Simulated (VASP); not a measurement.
# W in VASP: notebook, part 2 of 3

VASP 6.6.1. The steps go on from the part before.

## Step 4: Work function, PBEsol

File INCAR:

```
  PREC = Accurate
  ENCUT = 520
  EDIFF = 1E-6
  ISMEAR = 0
  SIGMA = 0.1
  LREAL = F
  LASPH = T
  NELM = 100
  ALGO = Fast
  ISIF = 2
  LWAVE = F
  LCHARG = T
  GGA = PS
  LELF = T
  LVHAR = T
  LVACPOTAV = T
```

File KPOINTS:

```
regular mesh
0
Gamma
  12 12 1
```

File POSCAR:

```
W
1.0
    3.1650000000      0.0000000000      0.0000000000
    1.5825000000      2.2379929625      0.0000000000
    0.0000000000      0.0000000000     27.4279577747
W
7
Direct
    0.0000000000      0.0000000000      0.2552140432
    0.5000000000      0.0000000000      0.3368093621
    0.0000000000      0.0000000000      0.4184046811
    0.5000000000      0.0000000000      0.5000000000
    0.0000000000      0.0000000000      0.5815953189
    0.5000000000      0.0000000000      0.6631906379
    0.0000000000      0.0000000000      0.7447859568
```

Potentials or basis: VASP PAW PBE potentials, release 64 (W_sv).

On the command line:

```
$ cat potpaw_PBE.64/W_sv/POTCAR > POTCAR
$ mpirun -np 1 vasp_std > vasp.out
```

OUTCAR:

```text
PREC = Accurate
   ENCUT = 520
   EDIFF = 1E-6
   ISMEAR = 0
   LREAL = F
   LASPH = T
   NELM = 100
   ISIF = 2
   GGA = PS

 ion  position               nearest neighbor table
   1  0.000  0.000  0.255-   2 2.74   2 2.74   2 3.16   2 3.16
   2  0.500  0.000  0.337-   1 2.74   1 2.74   3 2.74   3 2.74   1 3.16   1 3.16   3 3.17   3 3.17

   3  0.000  0.000  0.418-   4 2.74   4 2.74   2 2.74   2 2.74   4 3.16   4 3.16   2 3.17   2 3.17

   4  0.500  0.000  0.500-   3 2.74   5 2.74   3 2.74   5 2.74   3 3.16   5 3.16   3 3.16   5 3.16

   5  0.000  0.000  0.582-   4 2.74   4 2.74   6 2.74   6 2.74   4 3.16   4 3.16   6 3.17   6 3.17

   6  0.500  0.000  0.663-   7 2.74   7 2.74   5 2.74   5 2.74   7 3.16   7 3.16   5 3.17   5 3.17

   7  0.000  0.000  0.745-   6 2.74   6 2.74   6 3.16   6 3.16

  LATTYP: Found a base centered orthorhombic cell.
 ALAT       =     3.1650000000
 B/A-ratio  =     1.4142135624
 C/A-ratio  =     8.6660214138

  Lattice vectors:

 A1 = (   1.5825000000,  -2.2379929625,   0.0000000000)
 A2 = (   1.5825000000,   2.2379929625,   0.0000000000)
 A3 = (   0.0000000000,   0.0000000000,  27.4279577747)

Analysis of symmetry for initial positions (statically):
=====================================================================
 Subroutine PRICEL returns:
 Original cell was already a primitive cell.

 Routine SETGRP: Setting up the symmetry group for a
 base centered orthorhombic supercell.

 Subroutine GETGRP returns: Found  8 space group operations
 (whereof  8 operations were pure point group operations)
 out of a pool of  8 trial point group operations.

The static configuration has the point symmetry D_2h.

Analysis of symmetry for dynamics (positions and initial velocities):
=====================================================================
 Subroutine PRICEL returns:
 Original cell was already a primitive cell.

 Routine SETGRP: Setting up the symmetry group for a
 base centered orthorhombic supercell.

 Subroutine GETGRP returns: Found  8 space group operations
 (whereof  8 operations were pure point group operations)
 out of a pool of  8 trial point group operations.

The dynamic configuration has the point symmetry D_2h.

 Subroutine INISYM returns: Found  8 space group operations
 (whereof  8 operations are pure point group operations),
 and found     1 'primitive' translations

----------------------------------------------------------------------------------------

                                     Primitive cell

  volume of cell :     194.2790

  direct lattice vectors                    reciprocal lattice vectors
     3.165000000  0.000000000  0.000000000     0.315955766 -0.223414465  0.000000000
     1.582500000  2.237992962  0.000000000     0.000000000  0.446828930  0.000000000
     0.000000000  0.000000000 27.427957775     0.000000000  0.000000000  0.036459149

  length of vectors
     3.165000000  2.740970403 27.427957775     0.386965204  0.446828930  0.036459149

  position of ions in fractional coordinates (direct lattice)
     0.000000000  0.000000000  0.255214043
     0.500000000  0.000000000  0.336809362
     0.000000000  0.000000000  0.418404681
     0.500000000  0.000000000  0.500000000
     0.000000000  0.000000000  0.581595319
[... 36 lines left out ...]

 Found     43 irreducible k-points:

 Following reciprocal coordinates:
            Coordinates               Weight
  0.000000  0.000000  0.000000      1.000000
  0.083333 -0.000000  0.000000      4.000000
  0.166667 -0.000000  0.000000      4.000000
  0.250000 -0.000000  0.000000      4.000000
  0.333333  0.000000  0.000000      4.000000
  0.416667 -0.000000  0.000000      4.000000
[... 16 lines left out ...]
 -0.416667  0.166667  0.000000      4.000000
 -0.333333  0.166667  0.000000      4.000000
 [... further k-points ...]
   k-points           NKPTS =     43   k-points in BZ     NKDIM =     43   number of bands    NBANDS=     58
   number of dos      NEDOS =    301   number of ions     NIONS =      7
   total plane-waves  NPLWV = 100800
   dimension x,y,z NGX =    24 NGY =   20 NGZ =  210
   dimension x,y,z NGXF=    48 NGYF=   40 NGZF=  420
   ions per type =               7
   NGX,Y,Z   is equivalent  to a cutoff of  12.61, 12.13, 12.73 a.u.
   NGXF,Y,Z  is equivalent  to a cutoff of  25.21, 24.26, 25.46 a.u.
 SYSTEM =  unknown system
   PREC   = accura    normal or accurate (medium, high low for compatibility)
   ISTART =      0    job   : 0-new  1-cont  2-samecut
   ICHARG =      2    charge: 1-file 2-atom 10-const
   ISPIN  =      1    spin polarized calculation?
   LNONCOLLINEAR =      F non collinear calculations
   LSORBIT =      F    spin-orbit coupling
   LASPH  =      T    aspherical Exc in radial PAW
   ENCUT  =  520.0 eV  38.22 Ry    6.18 a.u.   5.88  5.10 51.00*2*pi/ulx,y,z
   NELM   =    100;   NELMIN=  2; NELMDL= -5     # of ELM steps
   EDIFF  = 0.1E-05   stopping-criterion for ELM
   LREAL  =      F    real-space projection
   EDIFFG = 0.1E-04   stopping-criterion for IOM
   NSW    =      0    number of steps for IOM
   IBRION =     -1    ionic relax: 0-MD 1-quasi-New 2-CG
   NFREE  =      0    steps in history (QN), initial steepest desc. (CG)
   ISIF   =      2    stress and relaxation
   ISYM   =      2    0-nonsym 1-usesym 2-fastsym
   POTIM  = 0.5000    time-step for ionic-motion
   TEBEG  =    0.0;   TEEND  =   0.0 temperature during run
   PSTRESS=    0.0 pullay stress
   NELECT =      98.0000    total number of electrons
   NUPDOWN=      -1.0000    fix difference up-down
   EMIN   =  10.00;   EMAX   =-10.00  energy-range for DOS
   EFERMI =   0.00;   METHOD = LEGACY
   ISMEAR =     0;   SIGMA  =   0.10  broadening in eV -4-tet -1-fermi 0-gaus
   EFERMI_NEDOS =   21; number of points for ismear=-14 and -15
   IALGO  =     68    algorithm
   IMIX   =      4    mixing-type and parameters
     AMIX     =   0.40;   BMIX     =  1.00
     AMIX_MAG =   1.60;   BMIX_MAG =  1.00
  volume/ion in A,a.u.               =      27.75       187.29
  Fermi-wavevector in a.u.,A,eV,Ry     =   1.303191  2.462675 23.106883  1.698308
  Thomas-Fermi vector in A             =   2.434210
   LORBIT       =      0    0 simple, 1 ext, 2 COOP (PROOUT), +10 PAW based schemes
   GGA     = PS    functional components
   LHFCALC =     F    Hartree Fock is set to
   AEXX    =    0.0000 exact exchange contribution
   IVDW    =     0    specifies the selected vdW correction
   LEPSILON=     F    determine dielectric tensor
   LRPA    =     F    only Hartree local field effects (RPA)
 non-spin polarized calculation
 RMM-DIIS sequential band-by-band and
 Gauss-broadening in eV      SIGMA  =   0.10
  energy-cutoff  :      520.00
  volume of cell :      194.28
 maximum number of plane-waves:      5290
   NGX = 11   NGY = 11   NGZ =101

 number of electron      97.9999997 magnetization

 Free energy of the ion-electron system (eV)
  ---------------------------------------------------
  ext. energy  EPLUGINS =         0.00000000
  ---------------------------------------------------
  free energy    TOTEN  =       -93.43216400 eV

  energy without entropy =      -93.41554309  energy(sigma->0) =      -93.42385355

 E-fermi :   4.3756     XC(G=0):  -8.6440

 val. band max:        4.3672740549   @ k =   0.0000   0.1667   0.0000
 cond. band min:       4.3804031995   @ k =  -0.3333   0.2500   0.0000
 fundamental gap:      0.0131291446
 Fermi energy:         4.3755641339

 k-point     1 :       0.0000    0.0000    0.0000
  band No.  band energies     occupation
      1     -69.7751      2.00000
      2     -69.7699      2.00000
      3     -69.7302      2.00000
      4     -69.6773      2.00000
      5     -69.6554      2.00000
      6     -69.6467      2.00000
[... 1453 lines left out ...]
     57       6.8578      0.00000
     58       7.3342      0.00000

 [... further k-points ...]
[... 5 lines left out ...]
  --------------------------------------------------------------------------------------
  -------------------------------------------------------------------------------------
  Total       -7.7629028     -7.2586752     -4.8630471      0.0000000      0.0000000      0.0000000
  in kB      -64.0189916    -59.8607347    -40.1045046      0.0000000      0.0000000      0.0000000
  external PRESSURE =     -54.6614103 kB  Pullay stress =       0.0000000 kB

 VOLUME and BASIS-vectors are now :
 -----------------------------------------------------------------------------
  energy-cutoff  :      520.00
  volume of cell :      194.28
      direct lattice vectors                 reciprocal lattice vectors
     3.165000000  0.000000000  0.000000000     0.315955766 -0.223414465  0.000000000
     1.582500000  2.237992962  0.000000000     0.000000000  0.446828930  0.000000000
     0.000000000  0.000000000 27.427957775     0.000000000  0.000000000  0.036459149

 POSITION                                       TOTAL-FORCE (eV/Angst)
 -----------------------------------------------------------------------------------
      0.00000      0.00000      7.00000        -0.000000      0.000000      0.798101
      1.58250      0.00000      9.23799        -0.000000      0.000000     -0.659899
      0.00000      0.00000     11.47599        -0.000000      0.000000     -0.008976
      1.58250      0.00000     13.71398         0.000000      0.000000      0.000000
      0.00000      0.00000     15.95197         0.000000      0.000000      0.008976
      1.58250      0.00000     18.18996         0.000000      0.000000      0.659899
      0.00000      0.00000     20.42796        -0.000000     -0.000000     -0.798101
 -----------------------------------------------------------------------------------
    total drift:                                0.000000      0.000000     -0.000000

  FREE ENERGIE OF THE ION-ELECTRON SYSTEM (eV)
  ---------------------------------------------------
  free  energy   TOTEN  =       -93.4321640019 eV

  energy  without entropy=      -93.4155430942  energy(sigma->0) =      -93.42385355
```

Wall time 19 min (1 thread of Intel Xeon Platinum 8488C (Sapphire Rapids), shared host); peak memory 0.52 GiB.

Results:

```
Free energy            : -93.4322 eV
Largest force          : 0.798 eV/Å
Band gap on the k mesh : none (metal or under the smearing width)
```

Forces in eV/Å, atoms in the order of the input:
```
W    0.000  0.000  0.798
W    0.000  0.000 -0.660
W    0.000  0.000 -0.009
W    0.000  0.000  0.000
W    0.000  0.000  0.009
W    0.000  0.000  0.660
W    0.000  0.000 -0.798
```

Caveat: the PAW data sets were made with another functional, which shifts forces and pressure a little. Spin-orbit coupling is left out, which matters for the levels of W.

(Part 2 of 3 ends here.)
